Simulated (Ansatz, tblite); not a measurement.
## A script for GaS (GFN1-xTB)

These are simulated results from tblite 0.8.0, not measurements. The cell began as a measured structure and was relaxed with r2SCAN+rVV10 in plane waves (Ansatz 0.2.0). All runs are without spin polarisation.

The symmetry is P6_3/mmc (No. 194, hexagonal); conventional cell a = 3.580 Å, c = 15.563 Å, 21.59 Å³ an atom. Around Ga lie 3 S at 2.33 Å and 1 Ga at 2.44 Å; around S lie 3 Ga at 2.33 Å.

tblite solves periodic systems at the zone centre alone, so the script builds a cluster of 3×3×1 conventional cells (72 atoms), which folds in a coarse mesh of k points.

Input script:

```python
import json
from ase import Atoms
from ase.build import make_supercell
from ase.units import Bohr, GPa, Hartree
from tblite.interface import Calculator

atoms = Atoms(['Ga', 'Ga', 'Ga', 'Ga', 'S', 'S', 'S', 'S'],
              cell=[[3.579506, -0.0, 0.0], [-1.789753, 3.099943, -0.0], [-0.0, -0.0, 15.563124]],
              scaled_positions=[[0.333333, 0.666667, 0.171695], [0.666667, 0.333333, 0.671695], [0.333333, 0.666667, 0.328305], [0.666667, 0.333333, 0.828305], [0.333333, 0.666667, 0.602857], [0.666667, 0.333333, 0.102857], [0.333333, 0.666667, 0.897143], [0.666667, 0.333333, 0.397143]],
              pbc=True)
cluster = make_supercell(atoms, [[3, 0, 0], [0, 3, 0], [0, 0, 1]])
calc = Calculator('GFN1-xTB', cluster.numbers, cluster.positions / Bohr, lattice=cluster.cell[:] / Bohr, periodic=cluster.pbc)
calc.set('temperature', 0.02 / Hartree)
calc.set('max-iter', 150)
res = calc.singlepoint()
levels = res.get('orbital-energies') * Hartree
nv = round(res.get('orbital-occupations').sum() / 2)
cells = len(cluster) // len(atoms)
out = {'energy_per_cell': res.get('energy') * Hartree / cells, 'homo': levels[nv - 1], 'lumo': levels[nv],
       'stress': (-res.get('virial') * Hartree / cluster.get_volume() / GPa).tolist(), 'charges': res.get('charges')[:len(atoms)].tolist(), 'electrons': 2 * nv / cells}
json.dump(out, open('results.json', 'w'))
for key, value in out.items():
    print(key, value)
```

Command: `python run.py`. It took 5.2 s on 1 thread of Arm Neoverse V2 (shared host), peak memory 0.15 GiB.

Output:

```
------------------------------------------------------------
  cycle        total energy    energy error   density error
------------------------------------------------------------
      1     -180.4042556692  -1.8046023E+02   4.5354509E-01
      2     -176.4396952096   3.9645605E+00   4.0651814E-01
      3     -183.6806197231  -7.2409245E+00   2.0537931E-01
      4     -184.5535358344  -8.7291611E-01   1.2853885E-02
      5     -184.5524073421   1.1284923E-03   6.2625814E-03
      6     -184.5532296291  -8.2228704E-04   2.2565636E-03
      7     -184.5540694182  -8.3978907E-04   3.4789651E-04
      8     -184.5540733074  -3.8892240E-06   1.3127384E-04
      9     -184.5540738433  -5.3592041E-07   3.7070172E-05
     10     -184.5540738594  -1.6087682E-08   5.1876398E-06
------------------------------------------------------------

 total:                                   4.707 sec
energy_per_cell -557.9969051286481
homo -9.403259188739606
lumo -8.423725077735392
stress [[9.054678843594905, 0.00010039664892973013, -5.924659280456848e-07], [0.00010039664892939873, 9.054799265093513, 3.4206091768864173e-07], [-5.92465928075724e-07, 3.4206091791055176e-07, 4.508197841823467]]
charges [0.19284248887367778, 0.19284091160177333, 0.19284091159651842, 0.19284248887897987, -0.192842779657876, -0.1928418330806951, -0.19284183308447472, -0.19284277965431448]
electrons 36.0
```

The cycle table is in hartree for the whole cluster, and the lines after it are in eV (the energy for one cell). The printed stress is in GPa and positive in compression, and the pressure is its mean diagonal.

GFN1-xTB gives a gap of 0.98 eV. On the same cell, plane-wave PBE (Ansatz, 12×12×2 k points and the special points) gives a gap of 1.62 eV and r2SCAN a gap of 1.91 eV; on shared hosts these took about 16 and 33 core-seconds on the 8-atom cell, against 5.2 for the script. Semilocal gaps usually lie below measured ones. xTB was fitted to molecules, so gaps, charges and pressures of solids can be far off, and the gap also depends on the size of the cluster.

The same script was run on cells scaled at fixed shape and fractional coordinates:

```
volume (Å³/atom)  energy (meV/atom)  pressure (GPa, positive in compression)  gap (eV)
           19.00              244.0                                    24.66      1.59
           20.29               87.8                                    14.59      1.24
           21.59                0.0                                     7.54      0.98
           22.88              -39.5                                     2.49      0.78
           24.18              -44.3                                    -1.13      0.63
```

A Birch-Murnaghan fit puts the minimum at 23.73 Å³/atom, 9.9 % above the given cell, with a bulk modulus of 62.3 GPa at fixed shape.

xTB was fitted mostly to molecules, and a small cluster samples few k points, so gaps, pressures and kinks along a curve can be far from a solid's.
